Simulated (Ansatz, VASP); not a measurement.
**One calculation of PbS, two programs**

The input POSCAR:

```
PbS
1.0
    2.8804539492     -2.8950396174      0.2885572983
    3.0288992759      3.0427734481      0.2885572983
   -0.5836033582     -0.0145900840      5.9261748063
Pb S
2 2
Direct
    0.7499848290      0.7499848290      0.7500022824
    0.2500151710      0.2500151710      0.2499977176
    0.2500755424      0.2500755424      0.7500279570
    0.7499244576      0.7499244576      0.2499720430
```

Contents of INCAR.step1:

```
SYSTEM = PbS
PREC     = Accurate       ! precision mode
ENCUT    = 520            ! plane-wave cutoff, eV
ISMEAR   = -1             ! smearing method
SIGMA    = 0.02           ! smearing width, eV
LREAL    = .False.        ! projectors in reciprocal space
LASPH    = .True.         ! aspherical terms in the spheres
NELM     = 100            ! most SCF steps
NBANDS   = 28             ! bands
GGA      = PE             ! functional
ALGO     = Normal         ! electronic algorithm
EDIFF    = 1E-4           ! SCF threshold, eV
LWAVE    = .True.         ! write WAVECAR
LCHARG   = .False.        ! write CHGCAR
```

The input INCAR.step2:

```
SYSTEM = PbS
PREC     = Accurate       ! precision mode
ENCUT    = 520            ! plane-wave cutoff, eV
EDIFF    = 1E-6           ! SCF threshold, eV
ISMEAR   = -1             ! smearing method
SIGMA    = 0.02           ! smearing width, eV
LREAL    = .False.        ! projectors in reciprocal space
LASPH    = .True.         ! aspherical terms in the spheres
NELM     = 100            ! most SCF steps
ALGO     = Normal         ! electronic algorithm
ISIF     = 2              ! what is computed and relaxed
LWAVE    = .False.        ! write WAVECAR
LCHARG   = .False.        ! write CHGCAR
METAGGA  = R2SCAN         ! meta-GGA
LMIXTAU  = .True.       
NBANDS   = 28             ! bands
ISTART   = 1
```

The input KPOINTS:

```
Automatic mesh
0
Gamma
  6 6 4
  0 0 0
```

Input for Ansatz:

```yaml
crystal:
  lattice:
    - [2.8804539492, -2.8950396174, 0.2885572983]
    - [3.0288992759, 3.0427734481, 0.2885572983]
    - [-0.5836033582, -0.014590084, 5.9261748063]
  atoms:
    - { symbol: Pb, position: [0.749984829, 0.749984829, 0.7500022824] }
    - { symbol: Pb, position: [0.250015171, 0.250015171, 0.2499977176] }
    - { symbol: S, position: [0.2500755424, 0.2500755424, 0.750027957] }
    - { symbol: S, position: [0.7499244576, 0.7499244576, 0.249972043] }
kpoints:
  mp_grid: { grid: [6, 6, 4] }
  band_path:
    path:
      - [0.0, 0.0, 0.0]
      - [0.0, 0.0, 0.5]
      - [-0.4998273751, 0.4998273751, 0.5]
      - [-0.5, 0.5, 0.0]
      - [-0.5, 0.0, 0.5]
      - [-0.5, 0.0, 0.0]
      - [0.0, 0.5, 0.5]
    npoints: 1
hamiltonian:
  xc: r2scan
scf:
  occupations: { method: fermi_dirac, width: 0.02 }
  n_extra_bands: 5
output:
  forces: true
  stress: true
  eigenvalues: true
```

Change from the starting cell: shear_xy strain +5.0%.

Alike in both runs: task single point; functional r2SCAN; k mesh 6 × 6 × 4; occupations fermi-dirac, width 0.02 eV; no spin polarisation.

|  | VASP | Ansatz |
| --- | --- | --- |
| version | VASP 6.6.1 | Ansatz 0.2.0 |
| potentials or method | VASP PAW PBE potentials, release 64 (Pb_d, S) | plane waves, PAW |
| plane-wave cutoff (eV) | 520 | 500 |
| valence electrons in the cell | 40 | 40 |

```tsv
	VASP	Ansatz	Ansatz less VASP
pressure (GPa)	0.9	1.0	+0.02
largest component of the traceless stress (GPa)	1.03	1.03	0.000
```

With one functional, cell and mesh, what is left measures potentials, basis and numerics.

Caveats: the PAW data sets were made with another functional, which shifts forces and pressure a little (VASP); spin-orbit coupling is left out, which as a rule narrows the gap of such compounds by several tenths of an eV.
